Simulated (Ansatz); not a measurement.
# AlRu (Pm-3m) in Ansatz: single point with PBE

Aim: the single point of AlRu with PBE.

Everything below comes from runs of Ansatz 0.2.0. Logs are shortened: lines on timing, memory, paths and dates and some standing lists are left out, and cuts for length are marked.

## 1. The structure

Symmetry: Pm-3m, No. 221, cubic system. The conventional cell has a = 2.992 Å, b = 2.992 Å, c = 2.992 Å, α = 90.00°, β = 90.00°, γ = 90.00°. Ru (site symmetry m-3m) has 8 Al at 2.59 Å as nearest neighbours. Al (site symmetry m-3m) is surrounded by 8 Ru at 2.59 Å.

## 2. Single point, PBE

input.yaml

```yaml
crystal:
  lattice:
    - [2.9916, 0.0, 0.0]
    - [0.0, 2.9916, 0.0]
    - [0.0, 0.0, 2.9916]
  atoms:
    - { symbol: Ru, position: [0.5, 0.5, 0.5] }
    - { symbol: Al, position: [0.0, 0.0, 0.0] }
hamiltonian:
  xc: pbe
  pseudopotentials: { kind: paw }
kpoints:
  mp_grid: { grid: [9, 9, 9] }
scf:
  occupations: { method: gaussian, width: 0.028 }
output:
  forces: true
  stress: true
  eigenvalues: true
  write_density: true
  write_potential: true
  elf: true
  volumetric_format: npy
```

Potentials or basis: Ansatz PAW.

Command:

```console
$ ansatz run input.yaml --threads 2 --pin off --max-ram 5632MiB --backend cpu --events-out ev --progress --plain --runs-dir out
```

Output:

```text
Warning: RAYON_NUM_THREADS=2 ignored (pool sized by the plan → 2); use --threads N
Engine: ansatz 0.2.0, aarch64-unknown-linux-gnu
Pseudopotentials: kind: paw
Pseudopotential: Ru, paw, valence charge 16, recommended cutoff 420 eV (normal), Ru.paw.azcp
Pseudopotential: Al, paw, valence charge 3, recommended cutoff 420 eV (normal), Al.paw.azcp
Functional definition: PBE
  parameter kappa = 0.804
  parameter beta = 0.06672455060314922
  exchange = pbe_x(kappa = kappa, mu = beta*pi^2/3)
  correlation = pbe_c(beta = beta)
Crystal: 2 atoms, lattice volume = 26.774 Å³
Basis set: ecut = 420 eV, 485 PW (Γ), exchange–correlation on 40×40×40 points (8 copies of the dense FFT grid, shifted against one another)
Bands: 14, of which v1, the nominal top of the filled ones, is band 10 counted from 1 (9 counted from 0)
Symmetry: 48 space group operations
Space group: Pm-3m (ITA 221), of the structure as read, at distance tolerance 3.0e-5 Å
k-points: 35 of 729
Non-local potential: Ru, projectors of the file, l = 0: 3, l = 1: 2, l = 2: 2, l = 3: 1
Non-local potential: Al, projectors of the file, l = 0: 2, l = 1: 2, l = 2: 1
PAW form: soft (Blöchl's): semilocal exchange-correlation on the pseudo side does not see the compensation charge
PAW one-centre angular grid: Ru, 590 points (default); XC on 64 Gauss nodes
PAW one-centre angular grid: Al, 110 points (default); XC on 64 Gauss nodes
Initial density: superposition of atomic densities (neutral atoms: chi_scale 0, normalization atom), corrected by the library's trained network
Initial wavefunctions: pseudopotential atomic-orbital guess
Functional: x = pbe(κ = 0.804, μ = 0.2195149727645171), c = pbe(β = 0.06672455060314922)
SCF iter   1: F=—  HF=-6417.463200 eV  |F-HF|=—  |Δ(HF+E_count)|=         —  Δρ=8.14e-3  dr2=1.19e-2  ethr=1.77e-3  ⟨swp⟩=5.8  Hψ=2707  notcnv=0
preconditioner: auto → none  [insulator: Δε(μ)=0.041 eV  Ē_g=8.892 eV  σ=0.028 eV  W_gap=0.62  n_scr=6 (ndim 8)  ℏωp=23.8 eV  f_vac=0.000  D(μ)=2.90/eV (n_scr^D=32)  ε∞_Penn≈8.2]
SCF iter   2: F=—  HF=-6417.461070 eV  |F-HF|=—  |Δ(HF+E_count)|=   2.13e-3  Δρ=3.18e-3  dr2=1.21e-3  ethr=6.25e-5  ⟨swp⟩=2.0  Hψ=1116  notcnv=0  defer=9
SCF iter   3: F=—  HF=-6417.460837 eV  |F-HF|=—  |Δ(HF+E_count)|=   2.32e-4  Δρ=5.49e-4  dr2=4.31e-5  ethr=6.39e-6  ⟨swp⟩=1.3  Hψ=490  notcnv=0  defer=11
SCF iter   4: F=—  HF=-6417.460732 eV  |F-HF|=—  |Δ(HF+E_count)|=   1.05e-4  Δρ=4.74e-5  dr2=1.92e-7  ethr=2.27e-7  ⟨swp⟩=2.0  Hψ=573  notcnv=0  defer=11
iter 5 did not close the SCF: its close was put off for the readings that it lacked (scf_convergence_deferred on its scf_iter line)
SCF iter   5: F=-6417.460732 eV  HF=-6417.460732 eV  |F-HF|=5.44e-9  |Δ(HF+E_count)|=   1.72e-7  Δρ=5.94e-6  dr2=9.34e-9  ethr=1.01e-9  ⟨swp⟩=2.2  Hψ=714  notcnv=0  defer=11
SCF iter   6: F=-6417.460732 eV  HF=-6417.460732 eV  |F-HF|=3.86e-10  |Δ(HF+E_count)|=  2.02e-10  Δρ=1.09e-6  dr2=4.61e-10  ethr=4.92e-11  ⟨swp⟩=5.7  Hψ=2531  notcnv=0
SCF 1 converged in 6 iterations: F = -6417.460732 eV  dr2 = 4.61e-10
SCF converged after 6 iterations
Free energy (F): -6417.460732 eV
Harris-Foulkes:  -6417.460732 eV  (|F-HF|=3.86e-10)
Internal energy: -6417.459340 eV  (E = F + TS)
E sigma→0 (E₀):  -6417.460036 eV
Entropy (-TS):   -0.001392 eV (-0.696 meV/atom)
Fermi energy:    16.016465 eV
--- Per-component energies (eV) ---
  E_band       = -120.193869
  E_kinetic    = 543.086191
  E_local      = -1797.419925  (includes V_loc(G=0)·N_el)
  E_nonlocal   = 354.526622
  E_hartree    = 638.572288
  E_xc         = -232.230240
  E_vxc        = -270.733979  (∫ρ·V_xc dr)
  E_paw        = -3929.170327  (= ΣΔE_a)
  E_vpaw       = -226.798216  (= ΣTr[D̂ρ^β])
  E_aug_tail   = -0.000173  (compensation charges beyond the density's cutoff)
  E_ewald      = -1994.823776
  E_smearing   = -0.001392  (= −TS)
  E_closure    = 0.000000  (closes the sum)
  Σ components = -6417.460732   (vs F -6417.460732, Δ=0.00e0)
--- Forces (eV/Å), atoms counted from 1 ---
  atom   1  Ru     0.00000000     0.00000000     0.00000000
  atom   2  Al    -0.00000000     0.00000000     0.00000000
  max |Σ_I F_I| component: 4.13e-29 eV/Å
--- Stress (GPa, compression-positive) ---
        2.490034       0.000000      -0.000000
       -0.000000       2.490034       0.000000
        0.000000      -0.000000       2.490034
  P = ⅓ Tr σ = 2.4900 GPa (24.900 kbar)
--- Band table (eV; the first three rows and the last of 35) ---
  k-point 0: bands = ["-55.7144", "-25.6631", "-25.6631", "-25.6631", "6.4552", "12.5396", "12.5396", "16.2689", "16.2689", "16.2689", "22.1962", "22.1962", "22.1962", "27.0423"]
  k-point 1: bands = ["-55.7126", "-25.6879", "-25.6611", "-25.6611", "6.6906", "12.6152", "12.6218", "15.9891", "15.9891", "16.2975", "21.1665", "22.6553", "22.6553", "26.5342"]
  k-point 2: bands = ["-55.7079", "-25.7501", "-25.6559", "-25.6559", "7.3713", "12.6734", "12.8414", "15.3964", "15.3964", "16.3710", "19.5434", "23.7878", "23.7878", "25.4069"]
  k-point 34: bands = ["-55.6698", "-25.8188", "-25.8183", "-25.8183", "11.3614", "11.5880", "11.5880", "17.2922", "17.2922", "19.0102", "19.2643", "20.5845", "20.5845", "24.8263"]
```

rho_z.tsv:

```text
# z_ang	rho[e/angstrom^3]
# format = ansatz-planar-average/11
# lattice	2.991600000	0.000000000	0.000000000
# lattice	0.000000000	2.991600000	0.000000000
# lattice	0.000000000	0.000000000	2.991600000
# sites	2
# site	44	1.495800000	1.495800000	1.495800000
# site	13	0.000000000	0.000000000	0.000000000
0.000000	2.138621e-1
0.149580	2.196896e-1
0.299160	2.380745e-1
0.448740	2.746827e-1
0.598320	3.422908e-1
0.747900	4.767580e-1
[... 12 lines left out ...]
2.692440	2.380745e-1
2.842020	2.196896e-1
```

Run time: 0.69 s. Hardware: 2 threads of Arm Neoverse V1, shared host; peak memory 0.27 GiB.

Results:

* Free energy: -6417.4607 eV
* Pressure: 2.5 GPa
* Band gap on the k mesh: none (metal or under the smearing width)
